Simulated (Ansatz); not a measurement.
**Ni (simple hexagonal type): how the settings move a single-point run**

Question: which choices in the input matter for Ni (simple hexagonal type)?

Program: Ansatz 0.2.0. Level of theory: reference: DFT, PBE, all-electron PAW with datasets made for the crystal, scalar-relativistic. These are calculated values, not measurements.

1 further run of the same task is left out (it didn't finish).

## (1) The starting structure

The structure is hexagonal, space group P6/mmm (No. 191). Conventional cell: a = 1.796 Å, b = 1.796 Å, c = 1.698 Å, α = 90.00°, β = 90.00°, γ = 120.00°. Around Ni (site symmetry 6/mmm) lie 8 Ni at 1.70 to 1.80 Å.

Coordinates:

```
CELL_PARAMETERS angstrom
1.79562 0.00000 0.00000
-0.89781 1.55505 0.00000
0.00000 0.00000 1.69849
ATOMIC_POSITIONS crystal
Ni 0.00000 0.00000 0.00000
```

## (2) Reference

Contents of input.yaml:

```yaml
crystal:
  lattice:
    - [1.7956181332, 0.0, 0.0]
    - [-0.8978090666, 1.5550509188, 0.0]
    - [0.0, 0.0, 1.6984941785]
  atoms:
    - { symbol: Ni, position: [0.0, 0.0, 0.0], spin: 1.0 }
magnetization:
  spin_polarized: true
kpoints:
  mp_grid: { grid: [18, 18, 17] }
scf:
  occupations: { method: fermi_dirac, width: 0.1 }
hamiltonian:
  xc: pbe
  pseudopotentials: { kind: all_electron, datasets: crystal }
output:
  forces: true
  stress: true
  eigenvalues: true
```

Command:

```sh
$ ansatz run input.yaml --threads 1 --pin off --max-ram 3072MiB --backend cpu --events-out ev --progress --plain --runs-dir out
```

Excerpt of the output:

```text
[...]
Basis set: ecut = 880 eV, 279 PW (Γ), exchange–correlation on 36×36×36 points (8 copies of the dense FFT grid, shifted against one another)
[...]
Magnetic group: BNS 191.233 (UNI 1463), of the structure as read, at distance tolerance 1.7e-5 Å
k-points: 333 of 5508
[...]
SCF iter   1: F=—  HF=-41370.388184 eV  |F-HF|=—  |Δ(HF+E_count)|=         —  Δρ=7.63e-3 (↑7.63e-3 ↓7.63e-3)  dr2=6.61e-4  dr2_m=1.44e-12  M=-0.000 μB ∫|m|=0.000 μB  β_m=0.30  ethr=2.25e-6  ⟨swp⟩=4.6  Hψ=64584  notcnv=0
preconditioner: auto → none  [metal: Δε(μ)=0.008 eV  Ē_g=31.631 eV  σ=0.100 eV  W_gap=0.02  n_scr=0 (ndim 8)  ℏωp=53.9 eV  f_vac=0.000  D(μ)=0.63/eV (n_scr^D=8)]
SCF iter   2: F=—  HF=-41370.387736 eV  |F-HF|=—  |Δ(HF+E_count)|=   4.48e-4  Δρ=5.55e-3 (↑5.55e-3 ↓5.55e-3)  dr2=6.77e-4  dr2_m=7.84e-13  M=-0.000 μB ∫|m|=0.000 μB  β_m=0.55  ethr=2.25e-6  ⟨swp⟩=3.0  Hψ=21666  notcnv=0
[...]
SCF iter   6: F=—  HF=-41370.389030 eV  |F-HF|=—  |Δ(HF+E_count)|=   5.71e-8  Δρ=2.25e-5 (↑2.25e-5 ↓2.25e-5)  dr2=1.39e-8  dr2_m=1.96e-16  M=-0.000 μB ∫|m|=0.000 μB  β_m=0.70  ethr=8.45e-10  ⟨swp⟩=2.0  Hψ=15486  notcnv=0
SCF iter   7: F=-41370.389030 eV  HF=-41370.389030 eV  |F-HF|=7.28e-11  |Δ(HF+E_count)|=  9.53e-10  Δρ=3.14e-6 (↑3.14e-6 ↓3.14e-6)  dr2=2.49e-10  dr2_m=8.76e-18  M=-0.000 μB ∫|m|=0.000 μB  ethr=7.74e-11  ⟨swp⟩=2.1  Hψ=15586  notcnv=0
[...]
SCF converged after 7 iterations
Magnetization: -0.0000 μB (9.0000 up, 9.0000 down)
[...]
Free energy (F): -41370.389031 eV
[...]
E sigma→0 (E₀):  -41370.378831 eV
[...]
Fermi energy:    48.160313 eV
[...]
  P = ⅓ Tr σ = 1275.9082 GPa (12759.082 kbar)
[...]
```

Wall time 40 s (1 thread of Arm Neoverse V2, shared host); peak memory 0.9 GiB.

## (3) Changed: lower_state_search light, xc rpbe

input.yaml: that of step 2 with these lines changed.

```diff
@@ -13,4 +13,5 @@
   occupations: { method: fermi_dirac, width: 0.1 }
+  lower_state_search: light
 hamiltonian:
-  xc: pbe
+  xc: rpbe
   pseudopotentials: { kind: all_electron, datasets: crystal }
```

Command:

```sh
$ ansatz run input.yaml --threads 1 --pin off --max-ram 3072MiB --backend cpu --events-out ev --progress --plain --runs-dir out
```

The log of the run, shortened:

```text
[...]
Pseudopotentials: kind: all_electron
Pseudopotential: Ni, paw, valence charge 18, recommended cutoff 880 eV (normal), Koelling and Harmon's equation, gaussian nucleus
Functional definition: RPBE
[...]
a search for the magnetic state begins, with frozen cores and fixed partial waves. It gives no result and prints no iterations
the search for the magnetic state of this step took 8 SCF iterations with frozen cores. It stayed in its first state, in which the spheres begin
Crystal: 1 atoms, lattice volume = 4.743 Å³
Basis set: ecut = 880 eV, 279 PW (Γ), exchange–correlation on 36×36×36 points (8 copies of the dense FFT grid, shifted against one another)
Bands: 14, of which v1, the nominal top of the filled ones, is band 9 counted from 1 (8 counted from 0)
Symmetry: 24 space group operations
Space group: P6/mmm (ITA 191), of the structure as read, at distance tolerance 1.7e-5 Å
Magnetic group: BNS 191.233 (UNI 1463), of the structure as read, at distance tolerance 1.7e-5 Å
k-points: 333 of 5508
[...]
Starting moments: Σ|m| = 1 μB on 1 of 1 site; this step starts from the density that it was given
[...]
SCF iter   1: F=—  HF=-41375.033758 eV  |F-HF|=—  |Δ(HF+E_count)|=         —  Δρ=7.45e-3 (↑7.45e-3 ↓7.45e-3)  dr2=5.46e-4  dr2_m=2.53e-12  M=-0.000 μB ∫|m|=0.000 μB  β_m=0.30  ethr=2.21e-6  ⟨swp⟩=4.6  Hψ=64518  notcnv=0
[...]
WARN: the starting moments were not kept: the SCF closed with an absolute magnetisation of 4.3e-9 μB, where they sum to 1 μB in size (1 site). That is at most 0.1 of that sum. Measured as dr2_m measures the in/out step, that magnetisation stands 3.9e-17 eV from none, at or under the [...]
SCF converged after 6 iterations
Magnetization: 0.0000 μB (9.0000 up, 9.0000 down)
Absolute magnetization: 0.0000 μB (∫|ρ↑−ρ↓|)
Spin contamination: 0.0030 ħ² per cell (⟨S²⟩ above its minimum at these occupations)
Per-site moments (μB) at R_I (Å): [(2.86157752337998e-9, 0.70062884863125)]
Free energy (F): -41375.034281 eV
[...]
E sigma→0 (E₀):  -41375.024090 eV
Entropy (-TS):   -0.020383 eV (-20.383 meV/atom)
Past the cutoff: the bands carry plane waves up to 1.75 times it, of which those up to 1.5 times it add -0.000194 eV an atom, each by itself; the spheres take 0.000118 eV an atom off the energy for waves past 1.75 times it
By the cutoff:   a pressure is off by up to 0.009 GPa (1.2 times the spheres' own share and the shells' term, over an atom's volume, and 0.004 GPa: a bound that held against runs at twice the plane waves)
Past the cutoffs: a stress includes 0.0049 GPa for waves and charges beyond them, in addition to the slope of what the spheres take
In the spheres:  the bands' charges fall short by 7.5e-8 e at most (sound up to 1e-3)
Fermi energy:    48.261584 eV
[...]
  The terms above E_closure are by the made datasets' own strengths, without shells solved beside the bands.
--- Forces (eV/Å), atoms counted from 1 ---
  atom   1  Ni    -0.00000000     0.00000000     0.00000000
[...]
--- Stress (GPa, compression-positive) ---
     1283.234918      -0.000000       0.000000
       -0.000000    1283.234918       0.000000
        0.000000       0.000000    1306.958574
  P = ⅓ Tr σ = 1291.1428 GPa (12911.428 kbar)
--- Band table (eV; the first three rows and the last of 666) ---
  k-point 0 ↑: bands = ["-59.3715", "-17.2047", "-17.2047", "-17.0021", "32.6022", "36.3083", "41.6096", "41.6096", "48.6179", "48.6179", "77.0682"]
[...]
```

It took 73 s on 1 thread of Arm Neoverse V2, shared host; peak memory 0.9 GiB.

Total energies don't compare across a change of functional; the pressure goes from 1275.9 to 1291.1 GPa. The search for lower states changed too. Cost: 6 SCF cycles against 7, 73 s against 40 s.

## (4) Side by side

| run | ending | energy change | pressure (GPa) | gap (eV) | force (eV/Å) | cycles | time |
| --- | --- | --- | --- | --- | --- | --- | --- |
| reference | converged | - | 1275.9 | 0.00 | 0.00 | 7 | 40 s |
| 1: lower_state_search light, xc rpbe | converged | not comparable | 1291.1 | 0.00 | 0.00 | 6 | 73 s |

Residual by cycle in the longest SCF loop of each run; runs are numbered as in the table. The quantity is the density residual dr2, in eV.

| cycle | reference | run 1 |
| --- | --- | --- |
| 1 | 6.6e-4 | 5.5e-4 |
| 2 | 6.8e-4 | 0.00116 |
| 3 | 0.00158 | 0.00114 |
| 4 | 8.1e-7 | 2.3e-6 |
| 5 | 1.5e-7 | 4.3e-7 |
| 6 | 1.4e-8 | 1.1e-9 |
| 7 | 2.5e-10 | - |

What this shows: Total energies don't compare across a change of functional; the pressure goes from 1275.9 to 1291.1 GPa. The search for lower states changed too. Cost: 6 SCF cycles against 7, 73 s against 40 s. The structure is not at rest: the sound run finds 1276 GPa, so these are no properties of the relaxed crystal. 
